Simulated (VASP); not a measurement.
# Ir: relaxation of the atoms with LDA

The system is Ir, a slab with vacuum.

```
Ir
1.0
     3.84000    0.00000    0.00000
     0.00000    2.71529    0.00000
     0.00000    0.00000   29.57645
Ir
11
Direct
  0.00000 0.00000 0.27049
  0.50000 0.50000 0.31639
  0.00000 0.00000 0.36229
  0.50000 0.50000 0.40819
  0.00000 0.00000 0.45410
  0.50000 0.50000 0.50000
  0.00000 0.00000 0.54590
  0.50000 0.50000 0.59181
  0.00000 0.00000 0.63771
  0.50000 0.50000 0.68361
  0.00000 0.00000 0.72951
```

The cell was built by a generator and needn't be a form met in nature.

```yaml
Program: VASP 6.6.1
Task: relaxation of the atoms
Functional: LDA
Potentials_or_basis: VASP PAW LDA potentials, release 64 (Ir)
Cutoff: 520 eV
k_mesh: 10 × 12 × 1
Occupations: methfessel-paxton, width 0.1 eV
Spin: no spin polarisation
Vacuum_Å: 16
Dipole_correction: yes
Further_INCAR_settings: ALGO = Fast; EDIFF = 1e-06; IBRION = 2; EDIFFG = -0.01; NSW = 80
```

* Energy gained by relaxing: 40.5 meV/atom
* Ionic steps: 15
* Largest force after relaxing: 0.005 eV/Å
* Band gap on the k mesh: none (metal or under the smearing width)
* Work function of the upper face: 5.21 eV
* Work function of the lower face: 5.21 eV

Forces on the atoms (eV/Å):
```
Ir   0.000  0.000  0.003
Ir   0.000  0.000 -0.004
Ir   0.000  0.000  0.005
Ir   0.000  0.000  0.000
Ir   0.000  0.000  0.001
Ir   0.000  0.000  0.000
Ir   0.000  0.000 -0.001
Ir   0.000  0.000  0.000
Ir   0.000  0.000 -0.005
Ir   0.000  0.000  0.004
Ir   0.000  0.000 -0.003
```

The path:
| step | energy change (eV) | largest force (eV/Å) | pressure (GPa) |
| --- | --- | --- | --- |
| 1 | 0.0000 | 2.0657 | -7.02 |
| 2 | -0.3580 | 0.5589 | -5.28 |
| 3 | -0.3686 | 0.7128 | -4.85 |
| 4 | -0.4103 | 0.2863 | -4.48 |
| 5 | -0.4161 | 0.2665 | -4.24 |
| 6 | -0.4270 | 0.1550 | -3.94 |
| 7 | -0.4333 | 0.2122 | -3.54 |
| 8 | -0.4413 | 0.1203 | -3.34 |
| 9 | -0.4432 | 0.1063 | -3.20 |
| 10 | -0.4434 | 0.1269 | -3.13 |
| 11 | -0.4447 | 0.1029 | -2.77 |
| 12 | -0.4452 | 0.0551 | -2.91 |
| 13 | -0.4452 | 0.0555 | -2.90 |
| 14 | -0.4454 | 0.0239 | -2.86 |
| 15 | -0.4454 | 0.0046 | -2.87 |

Final structure:
```
Ir
1.0
     3.84000    0.00000    0.00000
     0.00000    2.71529    0.00000
     0.00000    0.00000   29.57645
Ir
11
Direct
  0.00000 0.00000 0.27729
  0.50000 0.50000 0.31596
  0.00000 0.00000 0.36426
  0.50000 0.50000 0.40957
  0.00000 0.00000 0.45384
  0.50000 0.50000 0.50000
  0.00000 0.00000 0.54616
  0.50000 0.50000 0.59043
  0.00000 0.00000 0.63574
  0.50000 0.50000 0.68404
  0.00000 0.00000 0.72271
```

Levels at points of the mesh, in eV from the Fermi level:
| k point | band 48 | band 49 | band 50 | band 51 | band 52 | band 53 | band 54 | band 55 |
| --- | --- | --- | --- | --- | --- | --- | --- | --- |
| (0.00, 0.00, 0.00) | -0.98 | -0.90 | -0.68 | -0.38 | -0.37 | 0.22 | 0.32 | 0.49 |
| (0.50, 0.00, 0.00) | -0.26 | -0.10 | 0.02 | 0.14 | 0.30 | 0.32 | 0.38 | 0.41 |
| (0.00, 0.50, 0.00) | 0.69 | 0.75 | 0.78 | 0.96 | 1.25 | 1.27 | 1.36 | 1.51 |
| (0.50, 0.50, 0.00) | 0.68 | 0.69 | 0.70 | 0.87 | 0.88 | 0.91 | 0.95 | 0.99 |

Wall time 2.8 h on 1 thread of Intel(R) Xeon(R) Platinum 8488C (Sapphire Rapids) (shared host), peak memory 0.62 GiB.

The run has no spin-orbit coupling, so splittings on Ir are missing.
